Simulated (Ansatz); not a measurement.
**Si7Ge: work and stress of cleavage**

Theory: Ansatz 0.2.0, DFT PBEsol, scalar-relativistic, plane waves, PAW. The runs took a 420 eV cutoff, a Γ-centred 6×6×3 mesh and Gaussian smearing (0.03 eV). No spin polarisation. Energies are free energies at this smearing, counted from the undisturbed cell; pressure is positive in compression.

The starting cell (relaxed at this level; it needn't be the usual structure):

```yaml
crystal:
  lattice:
    - [0.00000, -5.45918, 0.00000]
    - [0.00000, 0.00000, -5.45918]
    - [10.91835, 0.00000, 0.00000]
  atoms:
    - { symbol: Si, position: [0.74740, 0.74740, 0.68945] }
    - { symbol: Si, position: [0.74740, 0.74740, 0.18945] }
    - { symbol: Si, position: [0.50000, 0.50000, 0.56315] }
    - { symbol: Si, position: [0.50000, 0.50000, 0.06315] }
    - { symbol: Si, position: [0.50000, 0.00000, 0.81315] }
    - { symbol: Si, position: [0.50000, 0.00000, 0.31315] }
    - { symbol: Si, position: [0.00000, 0.50000, 0.81315] }
    - { symbol: Si, position: [0.00000, 0.50000, 0.31315] }
    - { symbol: Si, position: [0.74740, 0.25260, 0.93685] }
    - { symbol: Si, position: [0.74740, 0.25260, 0.43685] }
    - { symbol: Si, position: [0.25260, 0.74740, 0.93685] }
    - { symbol: Si, position: [0.25260, 0.74740, 0.43685] }
    - { symbol: Si, position: [0.25260, 0.25260, 0.68945] }
    - { symbol: Si, position: [0.25260, 0.25260, 0.18945] }
    - { symbol: Ge, position: [0.00000, 0.00000, 0.56315] }
    - { symbol: Ge, position: [0.00000, 0.00000, 0.06315] }
```

The cut lies on the cell's a–b face, a (1 0 0) plane (indices in the standard cell, whose axes needn't be the Cartesian ones shown) of area 29.80 Å², between layers 1.38 Å apart. Vector c is lengthened by d along the normal with the atoms' Cartesian places fixed: one unrelaxed cut a cell. The traction is positive where the two halves pull on each other.

```csv
d (Å),energy (J/m²),traction (GPa)
-0.30,0.43,-28.9
-0.15,0.11,-14.3
0.00,0.00,0.0
0.25,0.25,18.9
0.50,0.87,28.7
0.75,1.57,27.0
1.00,2.19,23.0
1.50,3.13,15.1
2.00,3.69,8.0
3.00,4.14,2.1
4.50,4.24,0.1
6.00,4.25,0.0
```

Question: What are the work of separation and the cleavage stress, and do they fit the universal binding curve?

Answer: The energy levels off near W ≈ 4.25 J/m² (the traction is down to 0.0 GPa), the energy of the two unrelaxed faces, 2.12 J/m² each on average. The largest sampled traction is 28.7 GPa at d = 0.50 Å, and a parabola through it and its two neighbours peaks at σ_max ≈ 29.4 GPa, d ≈ 0.59 Å. The curve E = W[1 − (1 + d/ℓ)exp(−d/ℓ)] peaks in traction at d = ℓ with σ_max = W/(eℓ); with 1 J/m² per Å = 10 GPa this W and σ_max give ℓ = 0.53 Å. A parabola through that curve at the same three d peaks at 0.57 Å, against 0.59 Å here, a fair fit. The cut parts unlike faces (Si and Ge/Si); in an ionic crystal that makes them polar, and the energy then depends on the thickness of the slab. The opened faces are metallic here, and spin polarisation, left out, could lower W. Real crystals break at far lower stress, because cracks concentrate it, and on the plane of lowest W, which needn't be this one.

The cut is rigid; relaxing the faces lowers these energies and usually the stresses.

The gap closes along the scan, which can put kinks into the curve.

Cost: 12 runs of about 10 core-minutes in all, on Intel Xeon Platinum 8175M (Skylake/Cascade Lake) (shared hosts).